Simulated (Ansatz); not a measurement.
CoPt (space group P4/mmm, No. 123; ferromagnetic)

```cif
data_CoPt
_chemical_formula_sum 'Co1 Pt1'
_space_group_name_H-M_alt 'P4/mmm'
_space_group_IT_number 123
_space_group_name_Hall '-P 4 2'
_cell_length_a 2.69483
_cell_length_b 2.69483
_cell_length_c 3.72423
_cell_angle_alpha 90.000
_cell_angle_beta 90.000
_cell_angle_gamma 90.000
loop_
_atom_site_label
_atom_site_type_symbol
_atom_site_symmetry_multiplicity
_atom_site_Wyckoff_symbol
_atom_site_fract_x
_atom_site_fract_y
_atom_site_fract_z
_atom_site_occupancy
Co1 Co 1 d 0.50000 0.50000 0.50000 1
Pt1 Pt 1 a 0.00000 0.00000 0.00000 1
```

Method: DFT with PBE, PAW potentials and a 420 eV plane-wave cutoff in Ansatz (a quantum-chemistry and plane-wave program), scalar-relativistic without spin-orbit coupling. Γ-centred 17×17×13 mesh, Fermi–Dirac width 0.05 eV.

The volume per atom is 13.52 Å³ and the density is 15.60 g/cm³. The band gap is zero. The magnetic state comes out as ferromagnetic. The total energy comes out as -8824.668 eV/atom (σ→0; compares only within this code and set-up).

The magnetic state is the one reached from the starting moments; the real material's order can differ, and small cells can't hold many antiferromagnetic ones. Stability against distortions was not tested.
